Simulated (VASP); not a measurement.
Here is a VASP 6.6.1 calculation.

INCAR

```
  PREC = Accurate
  ENCUT = 600
  EDIFF = 1E-7
  ISMEAR = 0
  SIGMA = 0.03
  LREAL = False
  LASPH = True
  NELM = 80
  ALGO = Normal
  ISIF = 3
  LWAVE = False
  LCHARG = False
  METAGGA = R2SCAN
  LMIXTAU = True
  IBRION = 2
  NSW = 90
  EDIFFG = -0.005
  PSTRESS = 1100.0
```

KPOINTS

```
Automatic mesh
0
Gamma
  15 15 13
```

The input POSCAR:

```
Se                                      
1.0
    1.9252953453      1.1115697860      0.9835532905
   -1.9252953453      1.1115697860      0.9835532905
    0.0000000000     -2.2231395720      0.9835532905
  Se            
     1
Direct
     0.0000000000000000    0.0000000000000000    0.0000000000000000
```

Potentials or basis: VASP PAW PBE potentials, release 64 (Se).

Launch:

```console
$ cat potpaw_PBE.64/Se/POTCAR > POTCAR
$ mpirun -np 1 vasp_std > vasp.out
```

**Question.** Predict the space group after relaxing (to 0.05 Å).

**Answer.** R-3m (No. 166).

**Question.** Predict the band gap on the k mesh.

**Answer.** None (metal or under the smearing width).

The path:
```tsv
step	energy change (eV)	largest force (eV/Å)	pressure (GPa)	volume (Å³)
1	0.0000	0.0000	110.06	12.63
2	-0.0059	0.0000	109.74	12.64
3	-0.0010	0.0000	110.01	12.63
```

Caveat: the cell is relaxed towards a set pressure, so the enthalpy falls and the energy may rise; the PAW data sets were made with another functional, which shifts forces and pressure a little.
